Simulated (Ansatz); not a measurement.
## Calculated 17O NMR of the central transition for SiO2

Cell: a computed structure from the Materials Project (it need not be an observed phase), atoms as given.

```cif
data_SiO2
_symmetry_space_group_name_H-M 'I4/mmm'
_symmetry_Int_Tables_number 139
_cell_length_a 8.9441
_cell_length_b 8.9441
_cell_length_c 5.2235
_cell_angle_alpha 90.000
_cell_angle_beta 90.000
_cell_angle_gamma 90.000
loop_
_atom_site_label
_atom_site_type_symbol
_atom_site_symmetry_multiplicity
_atom_site_Wyckoff_symbol
_atom_site_fract_x
_atom_site_fract_y
_atom_site_fract_z
Si Si 8 h 0.1769 0.1769 0.0000
O5 O 8 f 0.2500 0.2500 0.2500
O9 O 8 i 0.2085 0.0000 0.0000
```

One atom of each set is listed; the run and its k-mesh use a cell of 12 atoms with edges of 6.84, 6.84, 6.84 Å.

Method: Kohn–Sham DFT in Ansatz, PBE, plane waves and PAW (field gradients read without the response of the frozen cores, which leaves them typically 4 to 6 % off), scalar-relativistic, 420 eV cutoff, Γ-centred 4×4×4 k-points, Fermi–Dirac smearing 0.02 eV.

17O has I = 5/2 and Q = -25.58 mb (Pyykkö 2018); at 21.1 T its Larmor frequency is ν₀ = 121.8 MHz. Only the quadrupole interaction is simulated: positions count from each site's isotropic chemical shift, and J coupling is left out, as are shift anisotropy and dipolar coupling, which fast spinning averages.

(1) Give C_Q, η, the quadrupolar product P_Q = |C_Q|(1 + η²/3)^½, the second-order isotropic shift and the breadth of the pattern (fast magic-angle spinning) for each O site.

Answers

(1) 

```tsv
site	first shell	C_Q (MHz)	η	P_Q (MHz)	δ_QIS (ppm)	breadth (kHz)
O5	2 Si at 1.60 Å, angle 180°	-6.59	0.00	6.59	-17.5	4.58
O9	2 Si at 1.61 Å, angle 160°	-6.31	0.05	6.32	-16.1	4.28
```

δ_QIS = −(ν_Q²/30ν₀²)[I(I+1) − 3/4](1 + η²/3) × 10⁶ ppm with ν_Q = 3|C_Q|/[2I(2I−1)]; it falls as 1/B₀² in ppm, and the breadth as 1/B₀ in kHz.

At O5 and O9 V_zz points along the line of its two bonds (within 1°) in each case.
